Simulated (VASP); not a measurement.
Here is a VASP 6.6.1 calculation.

Contents of INCAR:

```
SYSTEM = Pb
ALGO     = Normal         ! electronic algorithm
EDIFF    = 1E-7           ! SCF threshold, eV
EDIFFG   = -0.03          ! ionic threshold
ENCUT    = 520            ! plane-wave cutoff, eV
GGA      = PE             ! functional
IBRION   = 2              ! ionic algorithm
ISIF     = 2              ! what is computed and relaxed
ISMEAR   = 0              ! smearing method
LASPH    = .TRUE.         ! aspherical terms in the spheres
LCHARG   = .FALSE.        ! write CHGCAR
LREAL    = .FALSE.        ! projectors in reciprocal space
LWAVE    = .FALSE.        ! write WAVECAR
NELM     = 100            ! most SCF steps
NSW      = 60             ! ionic steps
PREC     = Accurate       ! precision mode
SIGMA    = 0.2555         ! smearing width, eV
```

The input KPOINTS:

```
k-points
0
G
  11 11 11
  0 0 0
```

The input POSCAR:

```
Pb
1.0
    3.2571210000      0.0000000000      0.0000000000
    1.0861770000      3.0706800000      0.0000000000
    1.0861770000      0.7679220000      2.9731070000
Pb
1
Direct
    0.0000000000      0.0000000000      0.0000000000
```

Potentials or basis: VASP PAW PBE potentials, release 64 (Pb_d).

Command:

```bash
$ cat potpaw_PBE.64/Pb_d/POTCAR > POTCAR
$ mpirun -np 1 vasp_std > vasp.out
```

Q: Estimate the band gap on the k mesh.

A: None (metal or under the smearing width).

Stress tensor (GPa, compression positive):
```
6.47 2.42 1.87
2.42 4.76 1.33
1.87 1.33 4.08
```

Caveat: the relaxation stopped at its first step, so nothing moved. Spin-orbit coupling is left out, which matters for the levels of Pb.
